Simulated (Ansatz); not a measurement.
Wanted: the native input for an Ansatz 0.2.0 run.

```
Task                                : band structure
Functional                          : r2SCAN
Potentials or basis                 : Ansatz PAW
Cutoff                              : 500 eV (not typed: the program's choice for these potentials)
k mesh                              : 10 × 10 × 10
Occupations                         : fermi-dirac, width 0.05 eV
Spin                                : no spin polarisation
Hubbard terms                       : Hf d U = 2 eV
Path                                : [["G", "X", "W", "K", "G", "L", "U", "W", "L", "K"], ["U", "X"]]
Points for each segment of the path : 14
Hubbard projectors                  : ortho-atomic (the default)
Double counting                     : fll (the default)
```

Crystal: HfN.

```
CELL_PARAMETERS angstrom
0.00000 2.25600 2.25600
2.25600 0.00000 2.25600
2.25600 2.25600 0.00000
ATOMIC_POSITIONS crystal
Hf 0.00000 0.00000 0.00000
N 0.50000 0.50000 0.50000
```

These files were run (other wordings do the same):

input.yaml

```yaml
crystal:
  lattice:
    - [0.0, 2.256, 2.256]
    - [2.256, 0.0, 2.256]
    - [2.256, 2.256, 0.0]
  atoms:
    - { symbol: Hf, position: [0.0, 0.0, 0.0] }
    - { symbol: "N", position: [0.5, 0.5, 0.5] }
hamiltonian:
  xc: r2scan
  pseudopotentials: { kind: paw }
  hubbard: { sites: [{ species: Hf, l: d, u_eff: 2.0 }] }
kpoints:
  mp_grid: { grid: [10, 10, 10] }
  band_path:
    path:
      - [[0.0, 0.0, 0.0], [0.5, 0.0, 0.5], [0.5, 0.25, 0.75], [0.375, 0.375, 0.75], [0.0, 0.0, 0.0], [0.5, 0.5, 0.5], [0.625, 0.25, 0.625], [0.5, 0.25, 0.75], [0.5, 0.5, 0.5], [0.375, 0.375, 0.75]]
      - [[0.625, 0.25, 0.625], [0.5, 0.0, 0.5]]
    npoints: 14
scf:
  occupations: { method: fermi_dirac, width: 0.05 }
  n_extra_bands: 6
output:
  forces: true
  stress: true
  eigenvalues: true
  fatbands: false
```

Potentials or basis: Ansatz PAW.

Command:

```bash
$ ansatz run input.yaml --threads 2 --pin off --max-ram 5632MiB --backend cpu --events-out ev --progress --plain --runs-dir out
```

Results of the run:

```yaml
Pressure: 5.4 GPa
Band_gap_on_the_k_mesh: none (metal or under the smearing width)
```

Caveat: spin-orbit coupling is left out, which moves the levels of the heavy elements; U without spin polarisation on a metal has little footing; the PAW data sets come from PBE, with cores solved anew for the run's functional, which leaves a small shift of forces and pressure.

It took 4.5 s on 2 threads of Arm Neoverse V1 (shared host), peak memory 0.38 GiB.
